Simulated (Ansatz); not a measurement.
# BiHSe2O6: 209Bi nuclear quadrupole resonance

Cell: a Materials Project structure (computed, not necessarily an observed phase).

```cif
data_BiHSe2O6
_symmetry_space_group_name_H-M 'Cc'
_symmetry_Int_Tables_number 9
_cell_length_a 5.7146
_cell_length_b 7.2671
_cell_length_c 16.4545
_cell_angle_alpha 90.000
_cell_angle_beta 90.202
_cell_angle_gamma 90.000
loop_
_atom_site_label
_atom_site_type_symbol
_atom_site_symmetry_multiplicity
_atom_site_Wyckoff_symbol
_atom_site_fract_x
_atom_site_fract_y
_atom_site_fract_z
Bi Bi 4 a 0.7202 0.7219 0.9114
H H 4 a 0.2145 0.0391 0.1261
Se5 Se 4 a 0.7328 0.2576 0.0626
Se7 Se 4 a 0.7328 0.1186 0.7948
O9 O 4 a 0.5046 0.3464 0.0088
O11 O 4 a 0.4732 0.8455 0.0143
O13 O 4 a 0.2284 0.9141 0.1489
O15 O 4 a 0.4857 0.2490 0.8037
O17 O 4 a 0.7489 0.0198 0.8936
O19 O 4 a 0.4488 0.7819 0.8121
```

One atom of each set is listed; the run and its k-mesh use a cell of 20 atoms with edges of 4.62, 4.62, 16.45 Å.

Computed with Ansatz: DFT, r2SCAN, plane waves and PAW, scalar-relativistic, 500 eV cutoff, Γ-centred 5×5×2 k-points, Fermi–Dirac smearing 0.02 eV.

209Bi: I = 9/2, Q = -516.0 mb (year-2017 value). Static lattice, zero field.

Task: At which frequencies do the 209Bi NQR lines lie?

Result: For I = 9/2 and η = 0 the lines are |C_Q|/24 times 1, 2, 3 and 4; η shifts the lowest up most.

```
site  atoms  V_zz (10²¹ V/m²)  C_Q (MHz)     η  line frequencies (MHz)
  Bi      2             -35.8        447  0.15  21.9, 36.3, 55.6, 74.3
```

At this cell the principal stresses reach 5 GPa in size with r2SCAN, which can matter for small gradients. The largest force is 1.1 eV/Å, so the atoms aren't at the calculated equilibrium and relaxing them would move these values. Spin–orbit coupling is left out, which shifts gradients on Bi by a few per cent, and by more where contributions nearly cancel. Newer work puts Q(²⁰⁹Bi) near −420 mb, which would lower these couplings by about a fifth.
